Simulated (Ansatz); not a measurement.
Computed with Ansatz on PBE0-D4/def2-TZVP structures; ΔE is electronic, products minus reactants. CCSD(T)/CBS is the MP2 limit (def2-TZVPP, def2-QZVPP) plus CCSD(T) − MP2 in def2-TZVPP, frozen cores. DFT in def2-TZVPP. B3LYP here is the variant with VWN-RPA as its local correlation; programs differ in this. Each species was taken in one conformer, which may not be the lowest.

Consider the formal exchange of groups at a B–C bond: `CBC(C)=O` + `COC(=O)O` → `CBOC(=O)O` + acetone.

`CBC(C)=O`:

```xyz
12

C     1.172   -1.406   -0.532
B     0.162   -0.290   -0.924
C    -0.163    0.906    0.027
C    -1.217    1.098    1.062
O     0.674    1.758   -0.238
H     0.577   -2.319   -0.378
H     1.868   -1.646   -1.339
H     1.730   -1.221    0.387
H    -0.332   -0.255   -2.016
H    -2.204    0.986    0.601
H    -1.131    2.079    1.530
H    -1.134    0.311    1.819
```

`COC(=O)O`:

Z-matrix (Å, degrees):
```
C
O 1 1.424
H 1 1.091 2 110.6
H 1 1.087 2 105.6 3 119.5
H 1 1.091 2 110.6 3 -120.9
C 2 1.324 1 114.6 3 60.3
O 6 1.335 2 108.5 1 -180.0
O 6 1.201 2 126.4 1 0.0
H 7 0.964 6 106.1 2 180.0
```

`CBOC(=O)O`:

```xyz
11

C     1.815   -0.165    0.919
B     0.570    0.436    0.217
O    -0.429   -0.434   -0.176
C    -1.599    0.000   -0.675
O    -2.090    1.075   -0.506
O    -2.145   -0.995   -1.373
H     1.778   -1.248    1.043
H     2.721    0.101    0.363
H     1.938    0.301    1.903
H     0.436    1.598   -0.021
H    -2.995   -0.668   -1.693
```

`CC(C)=O`:

Z-matrix (Å, degrees):
```
C
C 1 1.506
H 1 1.093 2 110.6
H 1 1.094 2 109.7 3 117.5
H 1 1.088 2 110.1 3 -121.9
C 2 1.506 1 116.4 3 -53.2
O 2 1.206 1 121.8 3 126.8
H 6 1.093 2 110.6 1 -53.3
H 6 1.094 2 109.7 1 64.2
H 6 1.088 2 110.1 1 -175.2
```

| level | ΔE (kJ/mol) | difference from CCSD(T)/CBS |
| --- | --- | --- |
| PBE-D4 | -173.2 | 15.7 |
| r2SCAN-D4 | -182.5 | 6.4 |
| PBE0-D4 | -183.8 | 5.1 |
| B3LYP | -183.7 | 5.2 |
| HF/def2-TZVPP | -198.9 | -10.0 |
| CCSD(T)/def2-TZVPP | -188.4 | 0.5 |
| MP2/def2-QZVPP | -193.5 | -4.6 |
| SCS-MP2/def2-QZVPP | -191.1 | -2.2 |
| HF/CBS(def2) | -199.8 | -10.9 |
| CCSD/CBS(def2) | -191.6 | -2.7 |
| CCSD(T)/CBS | -188.9 | 0 |

Largest T1 diagnostic among the species: 0.017.

In def2-TZVPP, CCSD(T) changes the Hartree–Fock value by +10.5 kJ/mol (the triples alone add +2.8 kJ/mol) and MP2 by +6.0 kJ/mol. From PBE to PBE0 (25 % exact exchange), in def2-TZVPP and without D4, ΔE moves by −10.6 kJ/mol.

CCSD(T)/CBS has its own doubt, a few kJ/mol and more with outer-core shells, so smaller differences from it don't rank the levels.
